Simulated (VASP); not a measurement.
# SnTe (Fm-3m) in VASP: notebook

One crystal, SnTe, is run at these levels: PBEsol; tasks: relaxation of cell and atoms.

All numbers are computed with VASP 6.6.1; they aren't measurements. Logs are shortened: lines on timing, memory, paths and dates and some standing lists are left out, and cuts for length are marked.

## Step 1: The structure

Symmetry: Fm-3m, No. 225, cubic system. Conventional cell: a = 6.302 Å, b = 6.302 Å, c = 6.302 Å, α = 90.00°, β = 90.00°, γ = 90.00°. Sn (site symmetry m-3m) has 6 Te at 3.15 Å as nearest neighbours. Around Te (site symmetry m-3m) lie 6 Sn at 3.15 Å.

## Step 2: Relaxation of cell and atoms, PBEsol

Input file INCAR:

```
PREC = Accurate
ENCUT = 520
EDIFF = 1E-7
ISMEAR = 0
SIGMA = 0.02
LREAL = False
LASPH = True
NELM = 100
ALGO = Normal
ISIF = 3
LWAVE = False
LCHARG = False
GGA = PS
IBRION = 2
NSW = 80
EDIFFG = -0.002
KPAR = 4
```

Input file KPOINTS:

```
Automatic mesh
0
Gamma
  8 8 8
```

Input file POSCAR:

```
SnTe
1.0
    0.0000000000      3.1508500000      3.1508500000
    3.1508500000      0.0000000000      3.1508500000
    3.1508500000      3.1508500000      0.0000000000
Sn Te
1 1
Direct
    0.0000000000      0.0000000000      0.0000000000
    0.5000000000      0.5000000000      0.5000000000
```

Potentials or basis: VASP PAW PBE potentials, release 64 (Sn_d, Te).

The run is started by

```bash
> cat potpaw_PBE.64/Sn_d/POTCAR potpaw_PBE.64/Te/POTCAR > POTCAR
> mpirun -np 4 vasp_std > vasp.out
```

OUTCAR:

```text
PREC = Accurate
   ENCUT = 520
   EDIFF = 1E-7
   ISMEAR = 0
   LREAL = False
   LASPH = True
   NELM = 100
   ISIF = 3
   GGA = PS
   IBRION = 2
   NSW = 80
   EDIFFG = -0.002

 ion  position               nearest neighbor table
   1  0.000  0.000  0.000-   2 3.15   2 3.15   2 3.15   2 3.15   2 3.15   2 3.15
   2  0.500  0.500  0.500-   1 3.15   1 3.15   1 3.15   1 3.15   1 3.15   1 3.15

  LATTYP: Found a face centered cubic cell.
 ALAT       =     6.3017000000

  Lattice vectors:

 A1 = (   0.0000000000,   3.1508500000,   3.1508500000)
 A2 = (   3.1508500000,   0.0000000000,   3.1508500000)
 A3 = (   3.1508500000,   3.1508500000,   0.0000000000)

Analysis of symmetry for initial positions (statically):
=====================================================================
 Subroutine PRICEL returns:
 Original cell was already a primitive cell.

 Routine SETGRP: Setting up the symmetry group for a
 face centered cubic supercell.

 Subroutine GETGRP returns: Found 48 space group operations
 (whereof 48 operations were pure point group operations)
 out of a pool of 48 trial point group operations.

The static configuration has the point symmetry O_h .

Analysis of symmetry for dynamics (positions and initial velocities):
=====================================================================
 Subroutine PRICEL returns:
 Original cell was already a primitive cell.

 Routine SETGRP: Setting up the symmetry group for a
 face centered cubic supercell.

 Subroutine GETGRP returns: Found 48 space group operations
 (whereof 48 operations were pure point group operations)
 out of a pool of 48 trial point group operations.

The dynamic configuration has the point symmetry O_h .

 Subroutine INISYM returns: Found 48 space group operations
 (whereof 48 operations are pure point group operations),
 and found     1 'primitive' translations

----------------------------------------------------------------------------------------

                                     Primitive cell

  volume of cell :      62.5624

  direct lattice vectors                    reciprocal lattice vectors
     0.000000000  3.150850000  3.150850000    -0.158687338  0.158687338  0.158687338
     3.150850000  0.000000000  3.150850000     0.158687338 -0.158687338  0.158687338
[... 101 lines left out ...]
   EFERMI_NEDOS =   21; number of points for ismear=-14 and -15
   IALGO  =     38    algorithm
   IMIX   =      4    mixing-type and parameters
     AMIX     =   0.40;   BMIX     =  1.00
     AMIX_MAG =   1.60;   BMIX_MAG =  1.00
  volume/ion in A,a.u.               =      31.28       211.10
  Fermi-wavevector in a.u.,A,eV,Ry     =   1.119387  2.115336 17.048485  1.253028
  Thomas-Fermi vector in A             =   2.256026
   LORBIT       =      0    0 simple, 1 ext, 2 COOP (PROOUT), +10 PAW based schemes
   GGA     = PS    functional components
   LHFCALC =     F    Hartree Fock is set to
   AEXX    =    0.0000 exact exchange contribution
   IVDW    =     0    specifies the selected vdW correction
   LEPSILON=     F    determine dielectric tensor
   LRPA    =     F    only Hartree local field effects (RPA)
 conjugate gradient relaxation of ions
 non-spin polarized calculation
 Gauss-broadening in eV      SIGMA  =   0.02
  energy-cutoff  :      520.00
  volume of cell :       62.56
 maximum number of plane-waves:      1708
 NGX is ok and might be reduce to    36
   NGX = 17   NGY = 17   NGZ = 17

--------------------------------------- Ionic step        1  -------------------------------------------

 number of electron      19.9999998 magnetization

 Free energy of the ion-electron system (eV)
  ---------------------------------------------------
  ext. energy  EPLUGINS =         0.00000000
  ---------------------------------------------------
  free energy    TOTEN  =        -8.33764759 eV

  energy without entropy =       -8.33764758  energy(sigma->0) =       -8.33764759

------------------------ aborting loop because EDIFF is reached ----------------------------------------

  FORCE on cell =-STRESS in cart. coord.  units (eV):
  Direction    XX          YY          ZZ          XY          YZ          ZX
  --------------------------------------------------------------------------------------
  -------------------------------------------------------------------------------------
  Total       -0.1127961     -0.1127961     -0.1127961      0.0000000      0.0000000      0.0000000
  in kB       -2.8886262     -2.8886262     -2.8886262      0.0000000      0.0000000      0.0000000
  external PRESSURE =      -2.8886262 kB  Pullay stress =       0.0000000 kB
[... 59 lines left out ...]
--------------------------------------- Ionic step        3  -------------------------------------------

 number of electron      19.9999998 magnetization

 Free energy of the ion-electron system (eV)
  ---------------------------------------------------
  ext. energy  EPLUGINS =         0.00000000
  ---------------------------------------------------
  free energy    TOTEN  =        -8.33799681 eV

  energy without entropy =       -8.33799681  energy(sigma->0) =       -8.33799681

 E-fermi :   6.9050     XC(G=0):  -9.6814

 val. band max:        6.8253528797   @ k =   0.5000   0.0000   0.0000
 cond. band min:       6.9858377604   @ k =   0.5000   0.0000   0.0000
 fundamental gap:      0.1604848807
 Fermi energy:         6.9050300168

 k-point     1 :       0.0000    0.0000    0.0000
  band No.  band energies     occupation
      1     -14.9095      2.00000
      2     -14.9095      2.00000
      3     -14.9022      2.00000
      4     -14.9022      2.00000
      5     -14.9022      2.00000
      6      -5.9847      2.00000
      7       2.1920      2.00000
      8       4.7322      2.00000
      9       4.7322      2.00000
     10       4.7322      2.00000
     11      10.2252      0.00000
     12      10.2252      0.00000
     13      10.2252      0.00000
     14      11.5856      0.00000
[... 377 lines left out ...]
      1     -14.9185      2.00000
      2     -14.9121      2.00000
      3     -14.8991      2.00000
      4     -14.8969      2.00000
      5     -14.8935      2.00000
      6      -4.4943      2.00000
      7      -1.1336      2.00000
      8       3.0683      2.00000
      9       3.4607      2.00000
     10       5.9431      2.00000
     11       7.3508      0.00000
     12       9.7952      0.00000
     13      10.4746      0.00000
     14      12.8361      0.00000

 [... further k-points ...]
[... 5 lines left out ...]
  --------------------------------------------------------------------------------------
  -------------------------------------------------------------------------------------
  Total        0.0004822      0.0004822      0.0004822     -0.0000000     -0.0000000     -0.0000000
  in kB        0.0124244      0.0124244      0.0124244     -0.0000000     -0.0000000     -0.0000000
  external PRESSURE =       0.0124244 kB  Pullay stress =       0.0000000 kB
[... 17 lines left out ...]
  FREE ENERGIE OF THE ION-ELECTRON SYSTEM (eV)
  ---------------------------------------------------
  free  energy   TOTEN  =        -8.3379968089 eV

  energy  without entropy=       -8.3379968089  energy(sigma->0) =       -8.33799681

 reached required accuracy - stopping structural energy minimisation
```

Run time: 35 s. Hardware: 4 MPI ranks of Intel Xeon Platinum 8488C (Sapphire Rapids), shared host; peak memory 0.2 GiB.

Results:

```
Free energy                            : -8.3380 eV
Relaxed volume                         : 31.09 Å³/atom
Relaxed cell                           : a = 4.447 Å, b = 4.447 Å, c = 4.447 Å, α = 60.00°, β = 60.00°, γ = 60.00°
Space group after relaxing (to 0.05 Å) : Fm-3m (No. 225)
Energy gained by relaxing              : 0.2 meV/atom
Ionic steps                            : 3
Pressure after relaxing                : 0.0 GPa
Band gap on the k mesh                 : 0.16 eV, direct
```

The path:
```tsv
step	energy change (eV)	largest force (eV/Å)	pressure (GPa)	volume (Å³)
1	0.0000	0.0000	-0.29	62.56
2	-0.0003	0.0000	0.10	62.05
3	-0.0003	0.0000	0.00	62.18
```

Final structure:
```
Sn Te
1.0
     0.00000    3.14439    3.14439
     3.14439    0.00000    3.14439
     3.14439    3.14439    0.00000
Sn Te
1 1
Direct
  0.00000 0.00000 0.00000
  0.50000 0.50000 0.50000
```

Caveat: the PAW data sets were made with another functional, which shifts forces and pressure a little; spin-orbit coupling is left out, which moves the levels of the heavy elements.

## Step 3: Relaxation of cell and atoms, PBEsol

This run uses another cell than the first one, of 31.09 Å³/atom, 0.994 times its volume.

INCAR is that of step 2.

KPOINTS is that of step 2.

Input file POSCAR:

```
SnTe                                    
1.0
    0.0000000000      3.1443929232      3.1443929232
    3.1443929232      0.0000000000      3.1443929232
    3.1443929232      3.1443929232     -0.0000000000
  Sn              Te            
     1     1
Direct
     0.0000000000000000    0.0000000000000000    0.0000000000000000
     0.5000000000000000    0.5000000000000000    0.5000000000000000
```

Potentials or basis: VASP PAW PBE potentials, release 64 (Sn_d, Te).

The run is started by

```bash
> cat potpaw_PBE.64/Sn_d/POTCAR potpaw_PBE.64/Te/POTCAR > POTCAR
> mpirun -np 4 vasp_std > vasp.out
```

It took 17 s on 4 MPI ranks of Intel Xeon Platinum 8488C (Sapphire Rapids), shared host; peak memory 0.2 GiB.

The run converged. Its results:

```
Free energy             : -8.3379 eV
Pressure after relaxing : 0.0 GPa
Band gap on the k mesh  : 0.16 eV, direct
```

Final structure:
```
Sn Te
1.0
     0.00000    3.14439    3.14439
     3.14439    0.00000    3.14439
     3.14439    3.14439    0.00000
Sn Te
1 1
Direct
  0.00000 0.00000 0.00000
  0.50000 0.50000 0.50000
```

Levels at points of the mesh, in eV from the valence-band top:
```
           k point  band 7  band 8  band 9  band 10  band 11  band 12  band 13  band 14
(0.00, 0.00, 0.00)   -4.63   -2.09   -2.09    -2.09     3.40     3.40     3.40     4.76
(0.50, 0.00, 0.00)   -8.34   -1.75   -1.75     0.00     0.16     0.39     0.39     7.76
(0.50, 0.50, 0.00)   -6.44   -5.59   -3.72    -3.72     2.13     5.00     5.00     6.47
```

Caveat: the relaxation stopped at its first step, so nothing moved; the PAW data sets were made with another functional, which shifts forces and pressure a little; spin-orbit coupling is left out, which moves the levels of the heavy elements. A k mesh can miss the band edges.
